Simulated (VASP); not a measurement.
Write the native input for VASP 6.6.1 that does the following.

```yaml
Task: electron localisation function
Functional: PBE
Potentials_or_basis: VASP PAW PBE potentials, release 64 (Si, Se, H)
Cutoff: 520 eV
k_mesh: 1 × 1 × 1
Occupations: gaussian, width 0.01 eV
Spin: no spin polarisation
Further_INCAR_settings: ALGO = Normal; EDIFF = 1e-06
```

The structure of SiSe2H2 lies in POSCAR:

```
SiH2Se2
1.0
   12.0000000000      0.0000000000      0.0000000000
    0.0000000000     12.0000000000      0.0000000000
    0.0000000000      0.0000000000     12.0000000000
Si Se H
1 2 2
Direct
    0.4953375000      0.5160708300      0.4512708300
    0.5830291700      0.4850958300      0.6131291700
    0.6249041700      0.3818541700      0.4446708300
    0.3772625000      0.4820041700      0.4427958300
    0.5193541700      0.6216458300      0.3925375000
```

These files were run (other wordings do the same):

INCAR

```
SYSTEM = SiH2Se2
PREC = Accurate
ENCUT = 520
EDIFF = 1E-6
ISMEAR = 0
SIGMA = 0.01
LREAL = .False.
LASPH = .True.
NELM = 100
ALGO = Normal
ISIF = 2
LWAVE = .False.
LCHARG = .True.
GGA = PE
LELF = .True.
```

KPOINTS

```
regular mesh
0
Gamma
  1 1 1
  0 0 0
```

Potentials or basis: VASP PAW PBE potentials, release 64 (Si, Se, H).

Launch:

```console
$ cat potpaw_PBE.64/Si/POTCAR potpaw_PBE.64/Se/POTCAR potpaw_PBE.64/H/POTCAR > POTCAR
$ mpirun -np 1 vasp_gam > vasp.out
```

Results of the run:

```
Largest force                   : 0.474 eV/Å
Gap between the frontier levels : 1.97 eV
```

Wall time 84 s on 1 thread of Intel(R) Xeon(R) Platinum 8488C (Sapphire Rapids), with other jobs on the host, peak memory 1.2 GiB.
